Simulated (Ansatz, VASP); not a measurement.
## SiC (Moissanite 3C): VASP beside Ansatz

The input INCAR:

```
SYSTEM = SiC
PREC = Accurate
ENCUT = 520
EDIFF = 1E-7
ISMEAR = 0
SIGMA = 0.02
LREAL = .FALSE.
LASPH = .TRUE.
NELM = 80
ALGO = Normal
ISIF = 2
LWAVE = .FALSE.
LCHARG = .FALSE.
GGA = PE
NBANDS = 11
```

File KPOINTS:

```
Automatic mesh
0
G
  10 10 10
  0 0 0
```

The input POSCAR:

```
SiC
1.0
    0.0000000000      2.2328170736      2.2328170736
    2.2328170736      0.0000000000      2.2328170736
    2.2328170736      2.2328170736      0.0000000000
Si C
1 1
Direct
    0.0000000000      0.0000000000      0.0000000000
    0.2500000000      0.2500000000      0.2500000000
```

Input for Ansatz:

```yaml
crystal:
  lattice:
    - [0.0, 2.2328170736, 2.2328170736]
    - [2.2328170736, 0.0, 2.2328170736]
    - [2.2328170736, 2.2328170736, 0.0]
  atoms:
    - { symbol: Si, position: [0.0, 0.0, 0.0] }
    - { symbol: C, position: [0.25, 0.25, 0.25] }
basis:
  ecutwfc: 420
kpoints:
  mp_grid: { grid: [10, 10, 10] }
hamiltonian:
  xc: pbe
scf:
  occupations: { method: gaussian, width: 0.02 }
output:
  forces: true
  stress: true
  eigenvalues: true
```

Alike in both runs: task single point; functional PBE; k mesh 10 × 10 × 10; occupations gaussian, width 0.02 eV; no spin polarisation.

```csv
,VASP,Ansatz
version,VASP 6.6.1,Ansatz 0.2.0
potentials or method,"VASP PAW PBE potentials, release 64 (Si, C)","scalar-relativistic, plane waves, PAW"
plane-wave cutoff (eV),520,420
valence electrons in the cell,8,8
```

|  | VASP | Ansatz | Ansatz less VASP |
| --- | --- | --- | --- |
| gap on the k mesh at the Fermi level (eV) | 1.42 | 1.42 | +0.001 |
| least direct gap on the mesh (eV) | 4.46 | 4.47 | +0.002 |
| pressure (GPa) | -11.1 | -11.0 | +0.03 |

A k mesh can miss the band edges.
